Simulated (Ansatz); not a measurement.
Here is an Ansatz 0.2.0 calculation.

Contents of input.yaml:

```yaml
crystal:
  lattice:
    - [0.0, 2.365, 2.365]
    - [2.365, 0.0, 2.365]
    - [2.365, 2.365, 0.0]
  atoms:
    - { symbol: Zr, position: [0.5, 0.5, 0.5] }
    - { symbol: C, position: [0.0, 0.0, 0.0] }
hamiltonian:
  xc: pbesol
  pseudopotentials: { kind: paw }
  hubbard: { sites: [{ species: Zr, l: d, u_eff: 2.0 }] }
kpoints:
  mp_grid: { grid: [10, 10, 10] }
scf:
  occupations: { method: fermi_dirac, width: 0.05 }
output:
  forces: true
  stress: true
  eigenvalues: true
  write_density: true
  write_potential: true
  elf: true
  volumetric_format: npy
relax:
  f_tol: 0.01
  max_steps: 40
  cell: { stress_tol: 0.05 }
```

Potentials or basis: Ansatz PAW.

Command:

```console
$ ansatz run input.yaml --threads 2 --pin off --max-ram 5632MiB --backend cpu --events-out ev --progress --plain --runs-dir out
```

Q: Predict the relaxed cell.

A: a = 3.315 Å, b = 3.315 Å, c = 3.315 Å, α = 60.00°, β = 60.00°, γ = 60.00°.

Q: What does it give for the band gap on the k mesh?

A: None (metal or under the smearing width).

Final structure:
```xyz
2
Lattice="0.0000 2.3440 2.3440 2.3440 0.0000 2.3440 2.3440 2.3440 0.0000" Properties=species:S:1:pos:R:3 pbc="T T T"
Zr    2.3440    2.3440    2.3440
C     0.0000    0.0000    0.0000
```

Caveat: U without spin polarisation on a metal has little footing; the U is typed as a test and isn't derived for this compound.
